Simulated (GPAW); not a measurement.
**Collinear magnetic orders of Ni3 Cu5 Ni3 111 with GPAW**

Does Ni3 Cu5 Ni3 111 prefer parallel or opposed moments, or none?

Program: GPAW 26.7.0. Level of theory: PBE; plane waves with GPAW's PAW setups, scalar-relativistic. Results are calculated unless marked as measured.

## (1) Starting point

The cell holds 11 atoms: 6 Ni and 5 Cu. Cell: a = 2.556 Å, b = 2.556 Å, c = 32.058 Å, α = 90.0°, β = 90.0°, γ = 120.0°. ideal sites on the substrate's mesh, layer spacings from atomic volumes, unrelaxed, 12 A of vacuum. Vacuum lies along c.

## (2) Run 1 (ferro ++++++)

The parallel start comes first: it fits the smallest cell, keeps the most symmetry and shows whether parallel moments form.

order1.py

```python
import json
import numpy as np
from ase import Atoms
from ase.parallel import paropen, parprint
from gpaw import GPAW

atoms = Atoms(['Ni', 'Ni', 'Ni', 'Cu', 'Cu', 'Cu', 'Cu', 'Cu', 'Ni', 'Ni', 'Ni'],
    cell=[[2.556191, 0.0, 0.0],
         [-1.278096, 2.213726, 0.0],
         [0.0, 0.0, 32.057584]],
    scaled_positions=[[0.0, 0.0, 0.187163],
         [0.333333, 0.666667, 0.24725],
         [0.666667, 0.333333, 0.307337],
         [0.0, 0.0, 0.369904],
         [0.333333, 0.666667, 0.434952],
         [0.666667, 0.333333, 0.5],
         [0.0, 0.0, 0.565048],
         [0.333333, 0.666667, 0.630096],
         [0.666667, 0.333333, 0.692663],
         [0.0, 0.0, 0.75275],
         [0.333333, 0.666667, 0.812837]],
    pbc=True,
    magmoms=[0.8, 0.8, 0.8, 0.0, 0.0, 0.0, 0.0, 0.0, 0.8, 0.8, 0.8])
atoms.calc = GPAW(mode={'name': 'pw', 'ecut': 450},
    xc='PBE',
    kpts={'size': (20, 20, 1), 'gamma': True},
    occupations={'name': 'fermi-dirac', 'width': 0.05},
    convergence={'density': 1e-05, 'energy': 1e-05},
    maxiter=200,
    mixer={'name': 'pulay', 'beta': 0.03, 'nmaxold': 8, 'weight': 100},
    symmetry={'tolerance': 1e-4},
    txt='order1.txt')
e = atoms.get_potential_energy(force_consistent=True)
res = {'free_energy': e, 'energy_sigma0': atoms.get_potential_energy(), 'fermi_energy': atoms.calc.get_fermi_level()}
res['moments'] = atoms.get_magnetic_moments().tolist()
res['total'] = atoms.get_magnetic_moment()
parprint('site moments (muB):', np.round(res['moments'], 3))
parprint(f"total moment: {res['total']:.3f} muB")
parprint(f'free energy: {e:.6f} eV')
atoms.calc.write('order1.gpw')
with paropen('results.json', 'w') as f:
    json.dump(res, f)
```

Launch:

```console
$ OMP_NUM_THREADS=1 mpirun -n 4 gpaw python order1.py > order1.log
```

Numbers of over 12 decimals in the logs are rounded to 6 here.

What it wrote:

```text
site moments (muB): [ 0.749  0.718  0.483 -0.004 -0.004 -0.001 -0.004 -0.004  0.483  0.718
  0.749]
total moment: 3.643 muB
free energy: -60.226462 eV

--- order1.txt ---
Input parameters:
  mode=PW(ecut=450),
  convergence={'density': 1e-05, 'energy': 1e-05},
  kpts=MonkhorstPack(size=(20, 20, 1), gamma=True),
  maxiter=200,
  mixer=Pulay(name='pulay', nmaxold=8, beta=0.03, weight=100, sigma=0.015, g_ss=None),
  occupations=Occupations(name='fermi-dirac', width=0.05),
  symmetry=Symmetry(tolerance=0.0001),
  xc=XC(name='PBE')

Diagonalizing LCAO Hamiltonian
Converting LCAO to pw mode

        Ni

       Ni

           Ni

        Cu

       Cu

           Cu

        Cu

       Cu

           Ni

        Ni

       Ni

Atoms  # Å, Bohr magnetons
|    | symbol |         x |        y |         z |    initial magnetic moments |
|----|--------|-----------|----------|-----------|-----------------------------|
|  0 |     Ni |  0.000000 | 0.000000 |  5.999994 | ( 0.0000,  0.0000,  0.8000) |
|  1 |     Ni | -0.000002 | 1.475818 |  7.926238 | ( 0.0000,  0.0000,  0.8000) |
|  2 |     Ni |  1.278097 | 0.737908 |  9.852482 | ( 0.0000,  0.0000,  0.8000) |
|  3 |     Cu |  0.000000 | 0.000000 | 11.858229 | ( 0.0000,  0.0000,  0.0000) |
|  4 |     Cu | -0.000002 | 1.475818 | 13.943510 | ( 0.0000,  0.0000,  0.0000) |
|  5 |     Cu |  1.278097 | 0.737908 | 16.028792 | ( 0.0000,  0.0000,  0.0000) |
|  6 |     Cu |  0.000000 | 0.000000 | 18.114074 | ( 0.0000,  0.0000,  0.0000) |
|  7 |     Cu | -0.000002 | 1.475818 | 20.199355 | ( 0.0000,  0.0000,  0.0000) |
|  8 |     Ni |  1.278097 | 0.737908 | 22.205102 | ( 0.0000,  0.0000,  0.8000) |
|  9 |     Ni |  0.000000 | 0.000000 | 24.131346 | ( 0.0000,  0.0000,  0.8000) |
| 10 |     Ni | -0.000002 | 1.475818 | 26.057590 | ( 0.0000,  0.0000,  0.8000) |

Unit cell  # Å
| periodic |         x |        y |         z |   lengths |     angles |
|----------|-----------|----------|-----------|-----------|------------|
|      yes |  2.556191 | 0.000000 |  0.000000 |  2.556191 |  90.000000 |
|      yes | -1.278096 | 2.213726 |  0.000000 |  2.556191 |  90.000000 |
|      yes |  0.000000 | 0.000000 | 32.057584 | 32.057584 | 120.000014 |

Number of symmetries: 6

BZ-sampling:
  Number of BZ points: 400
  Number of IBZ points: 44

  Monkhorst-Pack size: [20, 20, 1]
  Monkhorst-Pack shift: [0.025, 0.025, 0.0]

K-points  # in reciprocal-cell coordinates
|     |                                coordinates |     weight |
|-----|--------------------------------------------|------------|
|   0 | ( -0.00000000,  -0.00000000,   0.00000000) | 0.00250000 |
|   1 | (  0.05000000,  -0.00000000,   0.00000000) | 0.01500000 |
|   2 | (  0.10000000,  -0.05000000,   0.00000000) | 0.01500000 |
|   3 | (  0.10000000,  -0.00000000,   0.00000000) | 0.01500000 |
|   4 | (  0.15000000,  -0.05000000,   0.00000000) | 0.03000000 |
|   5 | (  0.15000000,  -0.00000000,   0.00000000) | 0.01500000 |
|   6 | (  0.20000000,  -0.10000000,   0.00000000) | 0.01500000 |
|   7 | (  0.20000000,  -0.05000000,   0.00000000) | 0.03000000 |
|   8 | (  0.20000000,  -0.00000000,   0.00000000) | 0.01500000 |
|   9 | (  0.25000000,  -0.10000000,   0.00000000) | 0.03000000 |
| ... |                                            |            |
|  43 | (  0.50000000,   0.50000000,   0.00000000) | 0.00750000 |

Plane wave coefficients: 4029
Cutoff: 450.000000 eV

Spin-components: 2 (collinear spins)
Bands:           98
Projectors:      66
Spin-degeneracy: 1
Datatype:        complex128

Parallelization:
  kpt:    4
  domain: 1
  band:   1

Density:
  Valence electrons: 151.0
  Components: 2
  Grid points: [ 14  14 160]
  Charge: 0.0  # |e|

Potential:
  Grid points: [ 14  14 160]

species:
  Ni:
    name:    Nickel
    Z:       28.0
    valence: 16
    core:    12
    charge:  0.0  # [|e|]
    compensation charges:
      type: gauss
      rc: 0.36  # [Å]
      lmax: 2
    cutoffs:
      filter: 2.14  # [Å]
      core: 1.98  # [Å]
    projectors
    | kind |    occ | energy [eV] | rcut [Å] |
    |------|--------|-------------|----------|
    |   4s |  2.000 |      -5.642 |    1.164 |
    |   3p |  6.000 |     -71.394 |    1.207 |
    |   4p |  0.000 |      -1.226 |    1.207 |
    |   3d |  8.000 |      -8.875 |    1.138 |
    |    s |        |      21.570 |    1.164 |
    |    d |        |      18.337 |    1.138 |

    Using partial waves for Ni as LCAO basis

  Cu:
    name:    Copper
    Z:       29.0
    valence: 11
    core:    18
    charge:  0.0  # [|e|]
    compensation charges:
      type: gauss
      rc: 0.33  # [Å]
      lmax: 2
    cutoffs:
      filter: 2.06  # [Å]
      core: 2.43  # [Å]
    projectors
    | kind |    occ | energy [eV] | rcut [Å] |
    |------|--------|-------------|----------|
    |   4s |  1.000 |      -4.609 |    1.164 |
    |   4p |  0.000 |      -0.698 |    1.164 |
    |   3d | 10.000 |      -5.039 |    1.058 |
    |    s |        |      22.603 |    1.164 |
    |    p |        |      26.513 |    1.164 |
    |    d |        |      22.172 |    1.058 |

    Using partial waves for Cu as LCAO basis

Reference energy: -473315.249889  # eV

eigensolver:
  PPCG
  Converge bands: occupied
  niter=2

density mixing:
  Pulay-Mixer
  Linear mixing parameters: 0.03
  Old densities: 8
  Fourier metric: weight=100, sigma=0.015

occupation numbers:
  Fermi-Dirac:
    width: 0.0500  # eV

poisson solver:
  ecut: 3600.000000  # eV

xc functional:
  name: PBE with 2 nearest neighbor stencil

convergence criteria:
- Maximum integral of absolute [dens]ity change: 1e-05 electrons / valence electron
- Maximum [total energy] change in last 3 cyles: 1e-05 eV / valence electron
- Maximum integral of absolute [eigenst]ate change: 4e-08 eV^2 / valence electron
maximum number of iterations: 200

SCF iterations
|iter     |      energy | eigst |  dens |  magmom |
|---------|-------------|-------|-------|---------|
|iter:   1|       0s |  -91.202512 | +0.58 |       |  +4.8043|
|iter:   2|      18s | -257.637531 | +1.34 | -0.72 |  +4.6708|
|iter:   3|      37s |  -69.306879 | -0.07 | -0.52 |  +4.6453|
|iter:   4|      55s |  -63.345841 | -1.19 | -1.00 |  +4.6536|
|iter:   5|      73s |  -65.890746 | -1.60 | -1.21 |  +4.6252|
|iter:   6|      91s |  -62.324246 | -1.90 | -1.03 |  +4.6061|
|iter:   7|     109s |  -61.198247 | -1.98 | -1.18 |  +4.5364|
|iter:   8|     127s |  -60.588022 | -2.38 | -1.30 |  +4.4900|
|iter:   9|     145s |  -60.219066 | -2.03 | -1.43 |  +4.3872|
|iter:  10|     164s |  -60.102992 | -2.49 | -1.54 |  +4.3391|
[... 51 iterations left out ...]
|iter:  62|    1057s |  -60.178405c| -8.15c| -4.48 |  +3.6454|
|iter:  63|    1066s |  -60.178402c| -7.88c| -4.50 |  +3.6453|
|iter:  64|    1074s |  -60.178402c| -8.36c| -4.54 |  +3.6453|
|iter:  65|    1083s |  -60.178402c| -8.44c| -4.55 |  +3.6451|
|iter:  66|    1091s |  -60.178403c| -8.13c| -4.57 |  +3.6447|
|iter:  67|    1100s |  -60.178401c| -7.87c| -4.61 |  +3.6443|
|iter:  68|    1109s |  -60.178398c| -8.04c| -4.68 |  +3.6441|
|iter:  69|    1117s |  -60.178395c| -7.72c| -4.71 |  +3.6436|
|iter:  70|    1126s |  -60.178391c| -7.48c| -4.86 |  +3.6431|
|iter:  71|    1134s |  -60.178389c| -7.83c| -5.13c|  +3.6429|

Converged in 71 steps
Energy contributions relative to reference atoms: (reference = -473315.249889)

Energy contributions:
  Kinetic:         -26.868164
  Coulomb:          23.646129
  Zero:              1.355756
  External:          0.000000
  Xc:              -58.264037
  Entropy:          -0.096146
  Spinorbit:         0.000000
  ----------------------------
  Free energy:     -60.226462
  Extrapolated:    -60.178389

dipole moment: (-12.723415, -17.584207, -0.000006)  # |e|*Ang

Total magnetic moment: (0.000000, 0.000000, 3.642920)

Local magnetic moments
|        x |        y |         z |
|----------|----------|-----------|
| 0.000000 | 0.000000 |  0.748704 |  # Ni   0
| 0.000000 | 0.000000 |  0.718122 |  # Ni   1
| 0.000000 | 0.000000 |  0.483476 |  # Ni   2
| 0.000000 | 0.000000 | -0.004498 |  # Cu   3
| 0.000000 | 0.000000 | -0.004360 |  # Cu   4
| 0.000000 | 0.000000 | -0.000788 |  # Cu   5
| 0.000000 | 0.000000 | -0.004359 |  # Cu   6
| 0.000000 | 0.000000 | -0.004498 |  # Cu   7
| 0.000000 | 0.000000 |  0.483473 |  # Ni   8
| 0.000000 | 0.000000 |  0.718119 |  # Ni   9
| 0.000000 | 0.000000 |  0.748707 |  # Ni  10

Fermi level: 4.169
Eigenvalues  # (at kpt = [-0.000, -0.000, 0.000])
| band index |      eig [eV] | occ [0-1] |      eig [eV] | occ [0-1] |
|------------|---------------|-----------|---------------|-----------|
|          0 |       -60.096 |     1.000 |       -59.193 |     1.000 |
|        ... |               |           |               |           |
|         73 |         2.907 |     1.000 |         3.502 |     1.000 |
|         74 |         2.929 |     1.000 |         3.502 |     1.000 |
|         75 |         3.156 |     1.000 |         3.770 |     1.000 |
|         76 |         3.156 |     1.000 |         3.770 |     1.000 |
|         77 |         3.156 |     1.000 |         3.770 |     1.000 |
|         78 |         3.156 |     1.000 |         3.770 |     1.000 |
|         79 |         3.545 |     1.000 |         4.319 |     0.047 |
|         80 |         3.545 |     1.000 |         4.332 |     0.037 |
|         81 |         3.545 |     1.000 |         4.332 |     0.037 |
|         82 |         3.546 |     1.000 |         4.333 |     0.036 |
|         83 |         4.308 |     0.059 |         4.333 |     0.036 |
|         84 |         4.395 |     0.011 |         4.390 |     0.012 |
|         85 |         8.701 |     0.000 |         8.698 |     0.000 |
|         86 |         9.156 |     0.000 |         9.168 |     0.000 |
|         87 |         9.357 |     0.000 |         9.373 |     0.000 |
|         88 |        11.114 |     0.000 |        11.161 |     0.000 |
|        ... |               |           |               |           |
|         97 |        21.839 |     0.000 |        21.878 |     0.000 |

No gap
No difference between direct/indirect transitions
```

It took 19 min on 4 MPI ranks of Arm Neoverse V1, shared host; peak memory 1.5 GiB; 78 min of CPU time.

Spin moment in the augmentation sphere by atom:

```
atom  spin moment in the augmentation sphere (μB)
 Ni1                                        0.749
 Ni2                                        0.718
 Ni3                                        0.483
 Cu4                                       -0.004
 Cu5                                       -0.004
 Cu6                                       -0.001
 Cu7                                       -0.004
 Cu8                                       -0.004
 Ni9                                        0.483
Ni10                                        0.718
Ni11                                        0.749
```

This step gave:

```
magnetization : 3.643 μB
final state   : ferromagnetic
```

After 71 cycles the largest moment stands at 0.749 μB.

(Continued in part 2 of 2.)

[Logs and program files are shortened in this print: banners, set-up blocks, solver, clock and traceback lines can be left out without a mark of their own.]

[Logs are printed without paths, hosts, clocks, repeated set-up lines and the standing remarks that a program may print on its own settings, such as how far it seeks lower states.]

[Hosts, paths, dates, database ids (printed as entryN), source tags and the programs' standing remarks are cut or masked in the printed files.]

[Where a cell is said to come from a database of computed structures, the database is the Materials Project.]
